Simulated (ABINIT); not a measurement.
Crystal: Sb.

```
Sb
1.0
     3.35453    0.00000    0.00000
    -1.67727    2.90511    0.00000
     0.00000    0.00000    5.47016
Sb
2
Direct
  0.66667 0.33333 0.75000
  0.33333 0.66667 0.25000
```

This isn't the form of Sb at room conditions, which is rhombohedral.

```yaml
Program: ABINIT 10.8.3 (patched build)
Task: relaxation of cell and atoms
Functional: PBEsol
Potentials_or_basis: PseudoDojo NC SR PBEsol v0.4 stringent
Cutoff: 1361 eV
k_mesh: 7 × 7 × 4
Occupations: fermi-dirac, width 0.05 eV
Spin: no spin polarisation
```

At the start: pressure -1.1 GPa; volume 26.65 Å³/atom.

Problem. Where does the relaxation end?

Solution. Over 6 steps the energy falls by 2.5 meV/atom and the volume is 26.23 Å³/atom (-1.6 %); space group P6_3/mmc (No. 194, to 0.05 Å).

The path:
| step | energy change (eV) | largest force (eV/Å) | pressure (GPa) | volume (Å³) |
| --- | --- | --- | --- | --- |
| 1 | 0.0000 | 0.0000 | -1.07 | 53.31 |
| 2 | -0.0014 | 0.0000 | -0.87 | 53.13 |
| 3 | -0.0045 | 0.0000 | 0.17 | 52.30 |
| 4 | -0.0046 | 0.0000 | 0.14 | 52.32 |
| 5 | -0.0050 | 0.0000 | 0.01 | 52.44 |
| 6 | -0.0050 | 0.0000 | 0.00 | 52.45 |

Final structure:
```
CELL_PARAMETERS angstrom
3.35355 0.00000 0.00000
-1.67678 2.90426 0.00000
0.00000 0.00000 5.38552
ATOMIC_POSITIONS crystal
Sb 0.66667 0.33333 0.75000
Sb 0.33333 0.66667 0.25000
```
